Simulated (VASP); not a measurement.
# GeS (Pnma) in VASP: a series of runs

The runs below take GeS through relaxation of cell and atoms, relaxation of shape and atoms at fixed volume, with PBE+D3(BJ).

Program: VASP 6.6.1. These are calculated values, not measurements. Logs are shortened: lines on timing, memory, paths and dates and some standing lists are left out, and cuts for length are marked.

## 1. Starting point

Symmetry: Pnma, No. 62, orthorhombic system. Conventional cell: a = 10.656 Å, b = 3.685 Å, c = 4.349 Å, α = 90.00°, β = 90.00°, γ = 90.00°. Ge (site symmetry m) is surrounded by 3 S at 2.46 Å. S (site symmetry m) is surrounded by 3 Ge at 2.46 Å.

## 2. Relaxation of cell and atoms, PBE+D3(BJ)

INCAR reads:

```
ALGO = Normal
EDIFF = 1E-7
EDIFFG = -0.005
ENCUT = 600
GGA = PE
IBRION = 2
ISIF = 3
ISMEAR = 0
IVDW = 12
KPAR = 2
LASPH = T
LCHARG = F
LREAL = F
LWAVE = F
NELM = 80
NSW = 90
PREC = Accurate
SIGMA = 0.03
```

KPOINTS reads:

```
k-points
0
Gamma
  4 8 6
```

POSCAR reads:

```
GeS                                     
1.0
   10.6556368386      0.0000000000      0.0000000000
    0.0000000000      3.6852456740     -0.0000000000
    0.0000000000      0.0000000000      4.3487614144
  Ge              S             
     4     4
Direct
     0.1247446449798914    0.2500000000000000    0.1326708122127630
     0.3752553550201084    0.7500000000000000    0.6326708122127630
     0.6247446449798910    0.2500000000000000    0.3673291877872368
     0.8752553550201090    0.7500000000000000    0.8673291877872371
     0.8495030919728208    0.2500000000000000    0.4964607832448492
     0.6504969080271792    0.7500000000000000    0.9964607832448495
     0.3495030919728208    0.2500000000000000    0.0035392167551509
     0.1504969080271793    0.7500000000000000    0.5035392167551505
```

Potentials or basis: VASP PAW PBE potentials, release 64 (Ge_d, S).

Command:

```
> cat potpaw_PBE.64/Ge_d/POTCAR potpaw_PBE.64/S/POTCAR > POTCAR
> mpirun -np 2 vasp_std > vasp.out
```

OUTCAR:

```text
EDIFF = 1E-7
   EDIFFG = -0.005
   ENCUT = 600
   GGA = PE
   IBRION = 2
   ISIF = 3
   ISMEAR = 0
   IVDW = 12
   LASPH = T
   LREAL = F
   NELM = 80
   NSW = 90
   PREC = Accurate
 IVDW          = 12

 ion  position               nearest neighbor table
   1  0.125  0.250  0.133-   7 2.46   8 2.46   8 2.46
   2  0.375  0.750  0.633-   8 2.46   7 2.46   7 2.46
   3  0.625  0.250  0.367-   5 2.46   6 2.46   6 2.46
   4  0.875  0.750  0.867-   6 2.46   5 2.46   5 2.46
   5  0.850  0.250  0.496-   3 2.46   4 2.46   4 2.46
   6  0.650  0.750  0.996-   4 2.46   3 2.46   3 2.46
   7  0.350  0.250  0.004-   1 2.46   2 2.46   2 2.46
   8  0.150  0.750  0.504-   2 2.46   1 2.46   1 2.46

  LATTYP: Found a simple orthorhombic cell.
 ALAT       =     3.6852456740
 B/A-ratio  =     1.1800465421
 C/A-ratio  =     2.8914318830

  Lattice vectors:

 A1 = (   0.0000000000,   3.6852456740,   0.0000000000)
 A2 = (   0.0000000000,   0.0000000000,   4.3487614144)
 A3 = (  10.6556368386,   0.0000000000,   0.0000000000)

Analysis of symmetry for initial positions (statically):
=====================================================================
 Subroutine PRICEL returns:
 Original cell was already a primitive cell.

 Routine SETGRP: Setting up the symmetry group for a
 simple orthorhombic supercell.

 Subroutine GETGRP returns: Found  8 space group operations
 (whereof  2 operations were pure point group operations)
 out of a pool of  8 trial point group operations.

The static configuration has the point symmetry S_2 .
 The point group associated with its full space group is D_2h.

Analysis of symmetry for dynamics (positions and initial velocities):
=====================================================================
 Subroutine PRICEL returns:
 Original cell was already a primitive cell.

 Routine SETGRP: Setting up the symmetry group for a
 simple orthorhombic supercell.

 Subroutine GETGRP returns: Found  8 space group operations
 (whereof  2 operations were pure point group operations)
 out of a pool of  8 trial point group operations.

The dynamic configuration has the point symmetry S_2 .
 The point group associated with its full space group is D_2h.

 Subroutine INISYM returns: Found  8 space group operations
 (whereof  2 operations are pure point group operations),
 and found     1 'primitive' translations

----------------------------------------------------------------------------------------

                                     Primitive cell

  volume of cell :     170.7699

  direct lattice vectors                    reciprocal lattice vectors
    10.655636839  0.000000000  0.000000000     0.093847042  0.000000000  0.000000000
     0.000000000  3.685245674  0.000000000     0.000000000  0.271352330  0.000000000
     0.000000000  0.000000000  4.348761414     0.000000000  0.000000000  0.229950532

  length of vectors
    10.655636839  3.685245674  4.348761414     0.093847042  0.271352330  0.229950532

  position of ions in fractional coordinates (direct lattice)
     0.124744645  0.250000000  0.132670812
     0.375255355  0.750000000  0.632670812
     0.624744645  0.250000000  0.367329188
     0.875255355  0.750000000  0.867329188
     0.849503092  0.250000000  0.496460783
     0.650496908  0.750000000  0.996460783
     0.349503092  0.250000000  0.003539217
     0.150496908  0.750000000  0.503539217

  ion indices of the primitive-cell ions
   primitive index   ion index
                 1           1
                 2           2
                 3           3
                 4           4
                 5           5
[... 92 lines left out ...]
   IALGO  =     38    algorithm
   IMIX   =      4    mixing-type and parameters
     AMIX     =   0.40;   BMIX     =  1.00
     AMIX_MAG =   1.60;   BMIX_MAG =  1.00
  volume/ion in A,a.u.               =      21.35       144.05
  Fermi-wavevector in a.u.,A,eV,Ry     =   1.271455  2.402702 21.995151  1.616598
  Thomas-Fermi vector in A             =   2.404387
   LORBIT       =      0    0 simple, 1 ext, 2 COOP (PROOUT), +10 PAW based schemes
   GGA     = PE    functional components
   LHFCALC =     F    Hartree Fock is set to
   AEXX    =    0.0000 exact exchange contribution
   IVDW    =    12    specifies the selected vdW correction
   LEPSILON=     F    determine dielectric tensor
   LRPA    =     F    only Hartree local field effects (RPA)
 conjugate gradient relaxation of ions
 non-spin polarized calculation
 Gauss-broadening in eV      SIGMA  =   0.03
  energy-cutoff  :      600.00
  volume of cell :      170.77
 maximum number of plane-waves:      5738
 NGX is ok and might be reduce to    90
   NGX = 43   NGY = 15   NGZ = 17

--------------------------------------- Ionic step        1  -------------------------------------------

 number of electron      80.0000023 magnetization

 Free energy of the ion-electron system (eV)
  ---------------------------------------------------
  ext. energy  EPLUGINS =         0.00000000
  ---------------------------------------------------
  free energy    TOTEN  =       -36.64017805 eV

  energy without entropy =      -36.64017805  energy(sigma->0) =      -36.64017805

------------------------ aborting loop because EDIFF is reached ----------------------------------------

 Edisp (eV)   -2.61827

 E8    (eV) :    -1.0685

  FORCE on cell =-STRESS in cart. coord.  units (eV):
  Direction    XX          YY          ZZ          XY          YZ          ZX
  --------------------------------------------------------------------------------------
  -------------------------------------------------------------------------------------
  Total       0.02827    -0.04522     0.02240     0.00000     0.00000     0.00000
  in kB       0.26519    -0.42428     0.21020     0.00000     0.00000     0.00000
  external pressure =        0.02 kB  Pullay stress =        0.00 kB

 VOLUME and BASIS-vectors are now :
 -----------------------------------------------------------------------------
  energy-cutoff  :      600.00
  volume of cell :      170.77
      direct lattice vectors                 reciprocal lattice vectors
    10.655636839  0.000000000  0.000000000     0.093847042  0.000000000  0.000000000
     0.000000000  3.685245674  0.000000000     0.000000000  0.271352330  0.000000000
     0.000000000  0.000000000  4.348761414     0.000000000  0.000000000  0.229950532

 POSITION                                       TOTAL-FORCE (eV/Angst)
 -----------------------------------------------------------------------------------
      1.32923      0.92131      0.57695        -0.003072     -0.000000      0.001640
      3.99858      2.76393      2.75133         0.003072      0.000000      0.001640
      6.65705      0.92131      1.59743        -0.003072      0.000000     -0.001640
      9.32640      2.76393      3.77181         0.003072      0.000000     -0.001640
      9.05200      0.92131      2.15899         0.000022     -0.000000     -0.003093
      6.93146      2.76393      4.33337        -0.000022     -0.000000     -0.003093
      3.72418      0.92131      0.01539         0.000022      0.000000      0.003093
      1.60364      2.76393      2.18977        -0.000022     -0.000000      0.003093
 -----------------------------------------------------------------------------------
    total drift:                                0.000000     -0.000000     -0.000000

  FREE ENERGIE OF THE ION-ELECTRON SYSTEM (eV)
  ---------------------------------------------------
  free  energy   TOTEN  =       -39.2584482754 eV

  energy  without entropy=      -39.2584482754  energy(sigma->0) =      -39.25844828

--------------------------------------- Ionic step        2  -------------------------------------------

 number of electron      80.0000023 magnetization

 Free energy of the ion-electron system (eV)
  ---------------------------------------------------
  ext. energy  EPLUGINS =         0.00000000
  ---------------------------------------------------
  free energy    TOTEN  =       -36.64024609 eV

  energy without entropy =      -36.64024609  energy(sigma->0) =      -36.64024609

 E-fermi :   4.7398     XC(G=0):  -9.9210

 val. band max:        4.5249482278   @ k =   0.0000   0.0000   0.3333
 cond. band min:       5.7486480779   @ k =   0.0000   0.0000   0.0000
 fundamental gap:      1.2236998501
 Fermi energy:         4.7397515194

 k-point     1 :       0.0000    0.0000    0.0000
  band No.  band energies     occupation
      1     -19.8136      2.00000
      2     -19.8113      2.00000
      3     -19.8069      2.00000
      4     -19.8054      2.00000
      5     -19.8051      2.00000
      6     -19.8041      2.00000
[... 1213 lines left out ...]
     47       8.5565      0.00000
     48       8.5565      0.00000

 [... further k-points ...]

------------------------ aborting loop because EDIFF is reached ----------------------------------------

 Edisp (eV)   -2.61822

 E8    (eV) :    -1.0685

  FORCE on cell =-STRESS in cart. coord.  units (eV):
  Direction    XX          YY          ZZ          XY          YZ          ZX
  --------------------------------------------------------------------------------------
  -------------------------------------------------------------------------------------
  Total       0.00946    -0.02771     0.02051     0.00000     0.00000     0.00000
  in kB       0.08876    -0.25996     0.19246     0.00000     0.00000     0.00000
  external pressure =        0.01 kB  Pullay stress =        0.00 kB

 VOLUME and BASIS-vectors are now :
 -----------------------------------------------------------------------------
  energy-cutoff  :      600.00
  volume of cell :      170.78
      direct lattice vectors                 reciprocal lattice vectors
    10.657453129  0.000000000  0.000000000     0.093831048  0.000000000  0.000000000
     0.000000000  3.684240682  0.000000000     0.000000000  0.271426350  0.000000000
     0.000000000  0.000000000  4.349348962     0.000000000  0.000000000  0.229919468

 POSITION                                       TOTAL-FORCE (eV/Angst)
 -----------------------------------------------------------------------------------
      1.32931      0.92106      0.57711        -0.001149     -0.000000      0.002784
      3.99941      2.76318      2.75179         0.001149     -0.000000      0.002784
      6.65804      0.92106      1.59756        -0.001149      0.000000     -0.002784
      9.32814      2.76318      3.77224         0.001149      0.000000     -0.002784
      9.05354      0.92106      2.15913        -0.001241     -0.000000     -0.002442
      6.93264      2.76318      4.33381         0.001241      0.000000     -0.002442
      3.72481      0.92106      0.01554        -0.001241      0.000000      0.002442
      1.60391      2.76318      2.19022         0.001241      0.000000      0.002442
 -----------------------------------------------------------------------------------
    total drift:                                0.000000     -0.000000     -0.000000

  FREE ENERGIE OF THE ION-ELECTRON SYSTEM (eV)
  ---------------------------------------------------
  free  energy   TOTEN  =       -39.2584669062 eV

  energy  without entropy=      -39.2584669062  energy(sigma->0) =      -39.25846691

 reached required accuracy - stopping structural energy minimisation
```

It took 3.5 min on 2 MPI ranks of Intel Xeon 6975P-C (Granite Rapids), shared host; peak memory 0.6 GiB.

What came out:

* Free energy: -39.2585 eV
* Energy gained by relaxing: 0.0 meV/atom
* Ionic steps: 2
* Pressure after relaxing: 0.0 GPa
* Largest force after relaxing: 0.003 eV/Å
* Band gap on the k mesh: 1.22 eV, indirect (least direct gap 1.25 eV)
* Dispersion energy per atom: -0.327 eV

Forces on the atoms (eV/Å):
```
Ge  -0.001  0.000  0.003
Ge   0.001  0.000  0.003
Ge  -0.001  0.000 -0.003
Ge   0.001  0.000 -0.003
S   -0.001  0.000 -0.002
S    0.001  0.000 -0.002
S   -0.001  0.000  0.002
S    0.001  0.000  0.002
```

Final structure:
```
Ge S
1.0
    10.65745    0.00000    0.00000
     0.00000    3.68424    0.00000
     0.00000    0.00000    4.34935
Ge S
4 4
Direct
  0.12473 0.25000 0.13269
  0.37527 0.75000 0.63269
  0.62473 0.25000 0.36731
  0.87527 0.75000 0.86731
  0.84950 0.25000 0.49643
  0.65050 0.75000 0.99643
  0.34950 0.25000 0.00357
  0.15050 0.75000 0.50357
```

[end of part 1 of 3]
